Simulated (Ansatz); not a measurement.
Run on WC (rocksalt type): DFT, PBE, all-electron LAPW, scalar-relativistic (Ansatz 0.2.0). This run: rocksalt relaxed under pressure.

The cell comes from a relaxation on PAW files under the same functional, begun from a prototype that needn't be the stable phase.

Command: `ansatz run input.yaml --threads 1 --pin off --max-ram 3584MiB --backend cpu --events-out ev --progress --plain --runs-dir out` It took 96 s on 1 thread of Arm Neoverse V2 (shared host), peak memory 0.65 GiB.

```yaml
crystal:
  lattice:
    - [0.0, 2.0828576685, 2.0828576685]
    - [2.0828576685, 0.0, 2.0828576685]
    - [2.0828576685, 2.0828576685, 0.0]
  atoms:
    - { symbol: W, position: [0.0, 0.0, 0.0] }
    - { symbol: C, position: [0.5, 0.5, 0.5] }
kpoints:
  mp_grid: { grid: [16, 16, 16] }
scf:
  occupations: { method: fermi_dirac, width: 0.08 }
hamiltonian:
  xc: pbe
  pseudopotentials: { kind: all_electron, lapw: { basis_error: 0.0005 } }
output:
  forces: true
  stress: true
  eigenvalues: true
relax:
  f_tol: 0.005
  max_steps: 12
  cell: { p_target: 76.0, stress_tol: 0.038 }
```

Output:

```
The last accepted step is kept in <dir> (removed where the run ends without a failure and the disk answers)
LAPW: plane waves up to 10.712 Å⁻¹, error target 5.0e-4 eV per atom; small_component_spin mean_spin; C in spheres of 0.820 Å, 6 of its electrons in bands, Dirac shells []; W in spheres of 1.200 Å, 46 of its electrons in bands, Dirac shells [] (how accurate: hamiltonian.pseudopotentials.lapw.basis_error, Limitations)
Engine: ansatz 0.2.0
Pseudopotentials: kind: all_electron
Pseudopotential: W, LAPW, valence charge 46, lapw/all_electron/scalar/gaussian/W, Koelling and Harmon's equation, gaussian nucleus
Pseudopotential: C, LAPW, valence charge 6, lapw/all_electron/scalar/gaussian/C, Koelling and Harmon's equation, gaussian nucleus
Functional definition: PBE
  parameter kappa = 0.804
  parameter beta = 0.06672455060314922
  exchange = pbe_x(kappa = kappa, mu = beta*pi^2/3)
  correlation = pbe_c(beta = beta)
Crystal: 2 atoms, lattice volume = 18.072 Å³
Basis set: ecut = 437.224389405358 eV, 339 PW (Γ), exchange–correlation at level 2
Bands: 32, of which v1, the nominal top of the filled ones, is band 26 counted from 1 (25 counted from 0)
Symmetry: 48 space group operations
Space group: Fm-3m (ITA 225), of the structure as read, at distance tolerance 2.6e-5 Å
k-points: 145 of 4096
Non-local potential: W, projectors of the file, none
Non-local potential: C, projectors of the file, none
Initial density: superposition of atomic densities (chi_scale 0.1, normalization cell, long waves kept (reshape's long-wave potential 0.00 eV rms))
Initial wavefunctions: plane waves of lowest kinetic energy (no species holds an atomic orbital)
Functional: x = pbe(κ = 0.804, μ = 0.2195149727645171), c = pbe(β = 0.06672455060314922)
iter 1 solved again at ethr=1.08e-2 eV; its pass at ethr=1.00e-1 eV (dr2=5.62e0 eV) is discarded
SCF iter   1: F=—  HF=-440239.917956 eV  |F-HF|=—  |Δ(HF+E_count)|=         —  Δρ=1.64e-1  dr2=5.62e0  ethr=1.08e-2  ⟨swp⟩=2.0  Hψ=28721  notcnv=0
preconditioner: auto → Kerker (q_TF=auto, 3.254 Å⁻¹)  [metal: Δε(μ)=0.008 eV  Ē_g=29.711 eV  σ=0.080 eV  W_gap=0.02  n_scr=14 (ndim 8)  ℏωp=47.8 eV  f_vac=0.000  D(μ)=0.95/eV (n_scr^D=14)]
iter 2 solved again at ethr=7.52e-4 eV; its pass at ethr=1.08e-2 eV (dr2=3.91e-1 eV) is discarded
SCF iter   2: F=—  HF=-440237.955946 eV  |F-HF|=—  |Δ(HF+E_count)|=    1.96e0  Δρ=4.29e-2  dr2=3.91e-1  ethr=7.52e-4  ⟨swp⟩=2.0  Hψ=23335  notcnv=0
SCF iter   3: F=—  HF=-440237.909999 eV  |F-HF|=—  |Δ(HF+E_count)|=         —  Δρ=3.17e-2  dr2=2.18e-1  ethr=7.52e-4  ⟨swp⟩=2.0  Hψ=12957  notcnv=0
the basis was enlarged: its passes take 155.3 KiB over the memory plan, 1 of 1 planned eigensolver slots
SCF iter   4: F=—  HF=-440237.897188 eV  |F-HF|=—  |Δ(HF+E_count)|=   1.28e-2  Δρ=1.05e-2  dr2=1.91e-2  ethr=4.19e-4  ⟨swp⟩=2.1  Hψ=13357  notcnv=0
SCF iter   5: F=—  HF=-440237.882083 eV  |F-HF|=—  |Δ(HF+E_count)|=   1.51e-2  Δρ=2.78e-3  dr2=7.40e-4  ethr=3.68e-5  ⟨swp⟩=2.5  Hψ=13611  notcnv=0
SCF iter   6: F=—  HF=-440237.882214 eV  |F-HF|=—  |Δ(HF+E_count)|=   1.31e-4  Δρ=8.40e-4  dr2=1.30e-4  ethr=1.42e-6  ⟨swp⟩=2.1  Hψ=13300  notcnv=0
SCF iter   7: F=—  HF=-440237.882204 eV  |F-HF|=—  |Δ(HF+E_count)|=   1.01e-5  Δρ=2.13e-4  dr2=8.61e-6  ethr=2.49e-7  ⟨swp⟩=2.0  Hψ=13269  notcnv=0
SCF iter   8: F=—  HF=-440237.882203 eV  |F-HF|=—  |Δ(HF+E_count)|=   7.90e-7  Δρ=6.07e-5  dr2=5.41e-7  ethr=1.66e-8  ⟨swp⟩=2.1  Hψ=13290  notcnv=0
SCF iter   9: F=—  HF=-440237.882203 eV  |F-HF|=—  |Δ(HF+E_count)|=   6.14e-8  Δρ=2.46e-5  dr2=1.02e-7  ethr=1.04e-9  ⟨swp⟩=2.0  Hψ=13269  notcnv=0
SCF iter  10: F=-440237.882203 eV  HF=-440237.882203 eV  |F-HF|=8.68e-8  |Δ(HF+E_count)|=   4.42e-9  Δρ=1.74e-5  dr2=6.19e-8  ethr=1.97e-10  ⟨swp⟩=3.0  Hψ=14031  notcnv=0
SCF 1 converged in 10 iterations: F = -440237.882203 eV  dr2 = 6.19e-8
relax step   1: F+E_penalty+E_count = -440237.88220304 eV  Δ(F+E_penalty+E_count) = +0.000e0 eV  max|allowed force component| = 8.546e-31 eV/Å  Δτ_max = 0.0000 Å  P = +75.807 GPa  Ω = 18.072 Å³  (10 SCF iters, accepted)
Crystal: 2 atoms, lattice volume = 18.064 Å³
Basis set: ecut = 437.35707062919056 eV, 339 PW (Γ), exchange–correlation at level 2
Initial density: handed on by an earlier stage of this run
Initial wavefunctions: those handed on with the density
iter 1 solved again at ethr=8.60e-10 eV; its pass at ethr=1.00e-1 eV (dr2=4.47e-7 eV) is discarded
SCF iter   1: F=—  HF=-440237.878305 eV  |F-HF|=—  |Δ(HF+E_count)|=         —  Δρ=5.85e-5  dr2=6.33e-7  ethr=8.60e-10  ⟨swp⟩=4.8  Hψ=23831  notcnv=0
preconditioner: auto → Kerker (q_TF=auto, 3.254 Å⁻¹)  [metal: Δε(μ)=0.012 eV  Ē_g=30.838 eV  σ=0.080 eV  W_gap=0.04  n_scr=14 (ndim 8)  ℏωp=47.9 eV  f_vac=0.000  D(μ)=0.81/eV (n_scr^D=8)]
iter 2 solved again at ethr=8.56e-11 eV; its pass at ethr=8.60e-10 eV (dr2=4.45e-8 eV) is discarded
SCF iter   2: F=-440237.878304 eV  HF=-440237.878304 eV  |F-HF|=3.33e-8  |Δ(HF+E_count)|=   2.12e-7  Δρ=1.59e-5  dr2=4.45e-8  ethr=8.56e-11  ⟨swp⟩=2.0  Hψ=23315  notcnv=0
SCF 2 converged in 2 iterations: F = -440237.878304 eV  dr2 = 4.45e-8
relax step   2: F+E_penalty+E_count = -440237.87830430 eV  Δ(F+E_penalty+E_count) = +3.899e-3 eV  max|allowed force component| = 4.996e-30 eV/Å  Δτ_max = 0.0000 Å  P = +76.110 GPa  Ω = 18.064 Å³  (2 SCF iters, accepted)
Crystal: 2 atoms, lattice volume = 18.067 Å³
[... lines left out ...]
SCF iter   2: F=-440237.879723 eV  HF=-440237.879723 eV  |F-HF|=3.43e-9  |Δ(HF+E_count)|=   1.07e-8  Δρ=3.86e-6  dr2=2.83e-9  ethr=1.20e-11 (applied; sched 2.89e-12)  ⟨swp⟩=3.0  Hψ=13847  notcnv=0
SCF 3 converged in 2 iterations: F = -440237.879723 eV  dr2 = 2.83e-9
relax step   3: F+E_penalty+E_count = -440237.87972323 eV  Δ(F+E_penalty+E_count) = -1.419e-3 eV  max|allowed force component| = 2.630e-31 eV/Å  Δτ_max = 0.0000 Å  P = +76.003 GPa  Ω = 18.067 Å³  (2 SCF iters, accepted)
iter 1 solved again at ethr=5.62e-12 eV; its pass at ethr=1.00e-1 eV (dr2=2.92e-9 eV) is discarded
SCF iter   1: F=—  HF=-440237.879723 eV  |F-HF|=—  |Δ(HF+E_count)|=         —  Δρ=3.85e-6  dr2=2.93e-9  ethr=8.41e-12 (applied; sched 5.62e-12)  ⟨swp⟩=2.0  Hψ=21535  notcnv=0
preconditioner: auto → Kerker (q_TF=auto, 3.254 Å⁻¹)  [metal: Δε(μ)=0.012 eV  Ē_g=30.836 eV  σ=0.080 eV  W_gap=0.04  n_scr=14 (ndim 8)  ℏωp=47.8 eV  f_vac=0.000  D(μ)=0.81/eV (n_scr^D=8)]
SCF iter   2: F=-440237.879723 eV  HF=-440237.879723 eV  |F-HF|=6.98e-10  |Δ(HF+E_count)|=   1.27e-8  Δρ=1.78e-6  dr2=5.73e-10  ethr=1.13e-11 (applied; sched 5.62e-12)  ⟨swp⟩=2.0  Hψ=13269  notcnv=0
SCF 4 converged in 2 iterations: F = -440237.879723 eV  dr2 = 5.73e-10
relax step   4: F+E_penalty+E_count = -440237.87972323 eV  Δ(F+E_penalty+E_count) = -7.800e-9 eV  max|allowed force component| = 4.602e-31 eV/Å  Δτ_max = 0.0000 Å  P = +76.003 GPa  Ω = 18.067 Å³  stress off target by 3.35e-3 GPa  SCF on the basis re-selected at this cell (its energy is not comparable with the rows above)  (2 SCF iters)
basis re-selected at this cell: Δ(F+E_penalty+E_count) = -7.800e-9 eV, ΔP = +0.001 GPa vs the last step (what re-selecting the basis moved, after the strain that the cell walked since its last selection, with what the two solves' SCF thresholds leave and, on support functions, any second-order correction that the steps lacked; it is no measure of the basis error at this ecutwfc). This SCF's stress stands 3.35e-3 GPa from its target on what of the cell is left free (relax.cell.stress_tol is 3.80e-2 GPa) and its largest allowed force component is 4.60e-31 eV/Å (relax.f_tol is 5.00e-3 eV/Å): within both
SCF converged after 2 iterations
Free energy (F): -440237.879723 eV
Harris-Foulkes:  -440237.879723 eV  (|F-HF|=6.98e-10)
Internal energy: -440237.862395 eV  (E = F + TS)
E sigma→0 (E₀):  -440237.871059 eV
Entropy (-TS):   -0.017328 eV (-8.664 meV/atom)
Fermi energy:    31.674572 eV
--- Per-component energies (eV) ---
  E_band       = -5747.269530
  E_kinetic    = 492940.833351
  E_xc         = -8986.107946
  E_electrostatic = -924192.587800  (all electrons and nuclei)
  E_smearing   = -0.017328  (= −TS)
  E_closure    = 0.000000  (closes the sum)
  E_atoms      = -440218.421447  (free atoms, spherical and without spin; not in F)
  Σ components = -440237.879723   (vs F -440237.879723, Δ=0.00e0)
  Basis errors (estimates in eV, not in F): energy 2.0e-4 per atom: plane waves 1.7e-4 (9.9e-5 summed), levels above the bands 4.2e-71, relativity 9.2e-9, radial functions 2.2e-5, core shells 7.1e-13; eigenvalues (radial functions only) 8.8e-7; not estimated: angular momenta, meshes, grids; target (lapw.basis_error) 5.0e-4; muffin-tin radii C 0.820 Å, W 1.200 Å
--- Forces (eV/Å), atoms counted from 1 ---
  atom   1  W      0.00000000    -0.00000000     0.00000000
  atom   2  C      0.00000000    -0.00000000    -0.00000000
  max |Σ_I F_I| component: 2.50e-30 eV/Å
--- Stress (GPa, compression-positive) ---
       76.003354      -0.000000      -0.000000
       -0.000000      76.003354      -0.000000
       -0.000000      -0.000000      76.003354
  P = ⅓ Tr σ = 76.0034 GPa (760.034 kbar)
--- Band table (eV; the first three rows and the last of 145) ---
  k-point 0: bands = ["-533.4580", "-387.4783", "-387.4783", "-387.4783", "-234.7293", "-202.5463", "-202.5463", "-202.5330", "-202.5330", "-202.5330", "-43.6762", "-7.6649", "-7.6649", "-7.6649", "2.2376", "2.2376", "2.2376", "2.2588", "2.2898", "2.2898", "2.2898", "14.4664", "28.2592", "28.2592", "28.2592", "30.2794", "30.2794", "30.2794", "30.5307", "30.5307", "39.8870", "41.1147"]
  k-point 1: bands = ["-533.4580", "-387.4783", "-387.4783", "-387.4783", "-234.7293", "-202.5463", "-202.5463", "-202.5330", "-202.5330", "-202.5330", "-43.6732", "-7.7076", "-7.6691", "-7.6691", "2.2374", "2.2386", "2.2386", "2.2597", "2.2886", "2.2886", "2.2899", "14.6034", "27.8054", "28.1720", "28.1720", "29.2310", "29.2310", "30.5115", "31.9283", "31.9283", "40.0859", "41.4369"]
  k-point 2: bands = ["-533.4580", "-387.4783", "-387.4783", "-387.4783", "-234.7293", "-202.5463", "-202.5463", "-202.5330", "-202.5330", "-202.5330", "-43.6646", "-7.8275", "-7.6809", "-7.6809", "2.2367", "2.2414", "2.2414", "2.2621", "2.2851", "2.2851", "2.2900", "15.0021", "26.8360", "27.3966", "27.3966", "29.1153", "29.1153", "30.8949", "33.5932", "33.5932", "40.6049", "42.3376"]
  k-point 144: bands = ["-533.4580", "-387.4783", "-387.4783", "-387.4783", "-234.7293", "-202.5463", "-202.5463", "-202.5330", "-202.5330", "-202.5330", "-43.5704", "-8.3176", "-8.3176", "-8.0437", "2.2579", "2.2580", "2.2580", "2.2610", "2.2610", "2.2635", "2.2890", "17.9060", "24.3658", "24.8314", "24.8314", "32.2170", "32.2170", "34.6264", "36.1612", "38.1373", "45.8160", "45.9471"]
--- Relaxed structure (3 steps of the walk, 3 accepted, 1 SCFs on fresh bases) ---
  F+E_penalty+E_count = -440237.87972323 eV   max|allowed force component| = 4.602e-31 eV/Å   (the final SCF, on the basis selected at the relaxed cell)
  cell:  # Å, volume = 18.0669 Å³
    - [-2.2929174148030154e-34, 2.0826565619913078, 2.0826565619913078]
    - [2.0826565619913078, -2.547686016447793e-35, 2.0826565619913078]
    - [2.0826565619913078, 2.0826565619913078, -2.038148813158236e-34]
  atoms:
    - { symbol: W, position: [9.02985830362772e-38, -1.203981107149998e-37, -9.02985830360582e-38] }
    - { symbol: C, position: [0.5, 0.5, 0.5] }
```

Next run (CsCl relaxed under pressure), as changes to the input before:

```diff
   lattice:
-    - [0.0, 2.0828576685, 2.0828576685]
-    - [2.0828576685, 0.0, 2.0828576685]
-    - [2.0828576685, 2.0828576685, 0.0]
+    - [2.5933772296, 0.0, 0.0]
+    - [0.0, 2.5933772296, 0.0]
+    - [0.0, 0.0, 2.5933772296]
   atoms:
 kpoints:
-  mp_grid: { grid: [16, 16, 16] }
+  mp_grid: { grid: [15, 15, 15] }
 scf:
```

Command: `ansatz run input.yaml --threads 1 --pin off --max-ram 3584MiB --backend cpu --events-out ev --progress --plain --runs-dir out` It took 73 s on 1 thread of Arm Neoverse V2 (shared host), peak memory 0.55 GiB.

Results part of the output:

```
basis re-selected at this cell: Δ(F+E_penalty+E_count) = +1.863e-9 eV, ΔP = +0.001 GPa vs the last step (what re-selecting the basis moved, after the strain that the cell walked since its last selection, with what the two solves' SCF thresholds leave and, on support functions, any second-order correction that the steps lacked; it is no measure of the basis error at this ecutwfc). This SCF's stress stands 9.24e-4 GPa from its target on what of the cell is left free (relax.cell.stress_tol is 3.80e-2 GPa) and its largest allowed force component is 5.34e-31 eV/Å (relax.f_tol is 5.00e-3 eV/Å): within both
SCF converged after 2 iterations
Free energy (F): -440236.979590 eV
Harris-Foulkes:  -440236.979590 eV  (|F-HF|=1.05e-9)
Internal energy: -440236.968650 eV  (E = F + TS)
E sigma→0 (E₀):  -440236.974120 eV
Entropy (-TS):   -0.010940 eV (-5.470 meV/atom)
Fermi energy:    32.039068 eV
--- Per-component energies (eV) ---
  E_band       = -4620.987146
  E_kinetic    = 492939.061568
  E_xc         = -8985.902523
  E_electrostatic = -924190.127695  (all electrons and nuclei)
  E_smearing   = -0.010940  (= −TS)
  E_closure    = 0.000000  (closes the sum)
  E_atoms      = -440218.421447  (free atoms, spherical and without spin; not in F)
  Σ components = -440236.979590   (vs F -440236.979590, Δ=0.00e0)
  Basis errors (estimates in eV, not in F): energy 1.1e-4 per atom: plane waves 8.9e-5 (4.7e-5 summed), levels above the bands 6.9e-60, relativity 2.0e-8, radial functions 1.9e-5, core shells 3.7e-7; eigenvalues (radial functions only) 4.6e-7; not estimated: angular momenta, meshes, grids; target (lapw.basis_error) 5.0e-4; muffin-tin radii C 0.921 Å, W 1.258 Å
--- Forces (eV/Å), atoms counted from 1 ---
[... lines left out ...]
--- Stress (GPa, compression-positive) ---
       76.000924      -0.000000       0.000000
       -0.000000      76.000924       0.000000
        0.000000       0.000000      76.000924
  P = ⅓ Tr σ = 76.0009 GPa (760.009 kbar)
--- Band table (eV; the first three rows and the last of 120) ---
  k-point 0: bands = ["-386.3209", "-386.3209", "-386.3209", "-233.7820", "-201.3973", "-201.3973", "-201.3973", "-201.3540", "-201.3540", "-42.6273", "-6.3248", "-6.3248", "-6.3248", "3.4005", "3.4005", "3.4005", "3.4037", "3.4585", "3.4585", "3.4585", "15.3724", "25.8827", "25.8827", "32.0945", "32.0945", "32.0945", "35.6381", "35.6381", "35.6381", "41.6136"]
  k-point 1: bands = ["-386.3209", "-386.3209", "-386.3209", "-233.7820", "-201.3973", "-201.3973", "-201.3973", "-201.3540", "-201.3540", "-42.6219", "-6.4020", "-6.3178", "-6.3178", "3.3998", "3.4016", "3.4016", "3.4033", "3.4547", "3.4592", "3.4592", "15.5062", "25.9331", "25.9465", "31.7610", "31.7610", "31.9524", "35.6656", "35.9585", "35.9585", "41.8273"]
  k-point 2: bands = ["-386.3209", "-386.3209", "-386.3209", "-233.7820", "-201.3973", "-201.3973", "-201.3973", "-201.3540", "-201.3540", "-42.6069", "-6.6161", "-6.2977", "-6.2977", "3.3978", "3.4021", "3.4043", "3.4043", "3.4444", "3.4614", "3.4614", "15.8923", "26.0165", "26.0793", "31.0129", "31.0129", "31.7489", "35.7441", "36.6822", "36.6822", "42.3477"]
  k-point 119: bands = ["-386.3209", "-386.3209", "-386.3209", "-233.7820", "-201.3973", "-201.3973", "-201.3973", "-201.3539", "-201.3539", "-42.2692", "-7.4247", "-7.4210", "-7.4210", "3.3560", "3.4255", "3.4255", "3.4255", "3.4417", "3.4417", "3.4420", "21.8378", "22.3255", "22.3255", "24.3082", "38.5915", "38.5915", "39.9102", "41.3244", "41.3244", "42.6597"]
--- Relaxed structure (3 steps of the walk, 3 accepted, 1 SCFs on fresh bases) ---
  F+E_penalty+E_count = -440236.97958975 eV   max|allowed force component| = 5.341e-31 eV/Å   (the final SCF, on the basis selected at the relaxed cell)
  cell:  # Å, volume = 17.4399 Å³
    - [2.593271969196366, -8.827178911774831e-35, 0.0]
    - [-8.827178911774831e-35, 2.593271969196366, -6.419766481290786e-35]
    - [8.024708101613482e-36, -6.419766481290786e-35, 2.593271969196366]
  atoms:
    - { symbol: W, position: [5.801827639563166e-37, 5.801827639567123e-37, 4.397276248990693e-50] }
    - { symbol: C, position: [0.5, 0.5, 0.5] }
```

Next run (WC relaxed under pressure), as changes to the input before:

```diff
   lattice:
-    - [2.5933772296, 0.0, 0.0]
-    - [0.0, 2.5933772296, 0.0]
-    - [0.0, 0.0, 2.5933772296]
+    - [2.7721929077, 0.0, 0.0]
+    - [-1.3860964538, 2.4007894822, 0.0]
+    - [0.0, 0.0, 2.7328513777]
   atoms:
-    - { symbol: C, position: [0.5, 0.5, 0.5] }
+    - { symbol: C, position: [0.3333333333, 0.6666666667, 0.5] }
 kpoints:
-  mp_grid: { grid: [15, 15, 15] }
+  mp_grid: { grid: [16, 16, 14] }
 scf:
```

Results part of the output:

```
basis re-selected at this cell: Δ(F+E_penalty+E_count) = -7.276e-9 eV, ΔP = +0.000 GPa vs the last step (what re-selecting the basis moved, after the strain that the cell walked since its last selection, with what the two solves' SCF thresholds leave and, on support functions, any second-order correction that the steps lacked; it is no measure of the basis error at this ecutwfc). This SCF's stress stands 2.18e-2 GPa from its target on what of the cell is left free (relax.cell.stress_tol is 3.80e-2 GPa) and its largest allowed force component is 6.48e-17 eV/Å (relax.f_tol is 5.00e-3 eV/Å): within both
SCF converged after 2 iterations
Free energy (F): -440238.778828 eV
Harris-Foulkes:  -440238.778828 eV  (|F-HF|=2.33e-10)
Internal energy: -440238.774376 eV  (E = F + TS)
E sigma→0 (E₀):  -440238.776602 eV
Entropy (-TS):   -0.004452 eV (-2.226 meV/atom)
Fermi energy:    29.758798 eV
--- Per-component energies (eV) ---
  E_band       = -5763.698843
  E_kinetic    = 492942.714006
  E_xc         = -8985.889380
  E_electrostatic = -924195.599002  (all electrons and nuclei)
  E_smearing   = -0.004452  (= −TS)
  E_closure    = 0.000000  (closes the sum)
  E_atoms      = -440218.421447  (free atoms, spherical and without spin; not in F)
  Σ components = -440238.778828   (vs F -440238.778828, Δ=0.00e0)
  Basis errors (estimates in eV, not in F): energy 1.9e-4 per atom: plane waves 1.7e-4 (9.8e-5 summed), levels above the bands 2.2e-78, relativity 8.8e-9, radial functions 1.8e-5, core shells 1.1e-12; eigenvalues (radial functions only) 7.8e-7; not estimated: angular momenta, meshes, grids; target (lapw.basis_error) 5.0e-4; muffin-tin radii C 0.830 Å, W 1.211 Å
--- Forces (eV/Å), atoms counted from 1 ---
[... lines left out ...]
--- Stress (GPa, compression-positive) ---
       75.994845       0.000000       0.000000
        0.000000      75.994845       0.000000
        0.000000       0.000000      76.021758
  P = ⅓ Tr σ = 76.0038 GPa (760.038 kbar)
--- Band table (eV; the first three rows and the last of 240) ---
  k-point 0: bands = ["-533.7529", "-387.7754", "-387.7754", "-387.7670", "-235.1874", "-202.8373", "-202.8373", "-202.8351", "-202.8351", "-202.8194", "-44.0203", "-8.0452", "-7.8339", "-7.8339", "1.9329", "1.9568", "1.9568", "1.9698", "1.9698", "1.9841", "2.0061", "14.2327", "24.5563", "25.8393", "25.8393", "29.7321", "33.5666", "33.5666", "36.0264", "36.0264", "36.9864", "45.4284"]
  k-point 1: bands = ["-533.7529", "-387.7754", "-387.7754", "-387.7670", "-235.1874", "-202.8373", "-202.8373", "-202.8351", "-202.8351", "-202.8194", "-44.0169", "-8.1045", "-7.8289", "-7.8289", "1.9330", "1.9562", "1.9562", "1.9711", "1.9711", "1.9816", "2.0061", "14.3830", "24.5248", "25.9037", "25.9037", "29.7146", "33.0068", "33.0068", "36.3756", "36.3756", "37.0621", "45.7299"]
  k-point 2: bands = ["-533.7529", "-387.7754", "-387.7754", "-387.7670", "-235.1874", "-202.8373", "-202.8373", "-202.8351", "-202.8351", "-202.8194", "-44.0074", "-8.2679", "-7.8147", "-7.8147", "1.9332", "1.9545", "1.9545", "1.9747", "1.9747", "1.9749", "2.0061", "14.8166", "24.3451", "26.0910", "26.0910", "29.7999", "31.9487", "31.9487", "36.7421", "36.7421", "37.2829", "46.4897"]
  k-point 239: bands = ["-533.7529", "-387.7754", "-387.7754", "-387.7670", "-235.1874", "-202.8373", "-202.8373", "-202.8351", "-202.8351", "-202.8194", "-43.8288", "-8.8233", "-8.6887", "-8.5098", "1.9496", "1.9500", "1.9598", "1.9648", "1.9780", "1.9805", "1.9855", "17.8860", "21.3600", "23.7895", "28.1440", "28.9198", "35.0181", "37.6239", "38.5427", "40.4343", "41.4071", "42.9085"]
--- Relaxed structure (3 steps of the walk, 3 accepted, 1 SCFs on fresh bases) ---
  F+E_penalty+E_count = -440238.77882829 eV   max|allowed force component| = 6.476e-17 eV/Å   (the final SCF, on the basis selected at the relaxed cell)
  cell:  # Å, volume = 18.1825 Å³
    - [2.7719213277198027, -2.8864669348916746e-11, 0.0]
    - [-1.385960663834904, 2.400554287111672, 0.0]
    - [0.0, 0.0, 2.7324990858403053]
  atoms:
    - { symbol: W, position: [0.0, -3.700743415524894e-17, 0.0] }
    - { symbol: C, position: [0.3333333333333333, 0.6666666666666666, 0.4999999999999999] }
```

Spin–orbit coupling is left out, which matters for the heavy atoms.
